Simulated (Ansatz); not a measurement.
# Relaxing LiF in the rocksalt type

First guess:

```yaml
crystal:
  lattice:
    - [0.00000, 2.23228, 2.23228]
    - [2.23228, 0.00000, 2.23228]
    - [2.23228, 2.23228, 0.00000]
  atoms:
    - { symbol: Li, position: [0.00000, 0.00000, 0.00000] }
    - { symbol: F, position: [0.50000, 0.50000, 0.50000] }
```

Computed with DFT, PBE, PAW with Ansatz's default frozen-core files, scalar-relativistic (Ansatz 0.2.0).

Cell and atoms relax within the symmetry of the start on a 14×14×14 k mesh with 0.03 eV Fermi–Dirac smearing.

The start is built from a prototype, known or not as a phase of this compound; the cutoff is 420 eV.

What is the pressure of the first guess?

-10.53 GPa.

What does it relax to?

a = 4.068 Å, b = 4.068 Å, c = 4.068 Å, α = 90.00°, β = 90.00°, γ = 90.00° (conventional cell), 8.42 Å³ per atom:
```cif
data_structure
_symmetry_space_group_name_H-M 'Fm-3m'
_symmetry_Int_Tables_number 225
_cell_length_a 4.0681
_cell_length_b 4.0681
_cell_length_c 4.0681
_cell_angle_alpha 90.000
_cell_angle_beta 90.000
_cell_angle_gamma 90.000
_cell_volume 67.32
loop_
_atom_site_label
_atom_site_type_symbol
_atom_site_symmetry_multiplicity
_atom_site_Wyckoff_symbol
_atom_site_fract_x
_atom_site_fract_y
_atom_site_fract_z
_atom_site_occupancy
Li1 Li 4 a 0.00000 0.00000 0.00000 1
F1 F 4 b 0.50000 0.00000 0.00000 1
```

How much energy does the relaxation release?

113 meV/atom.
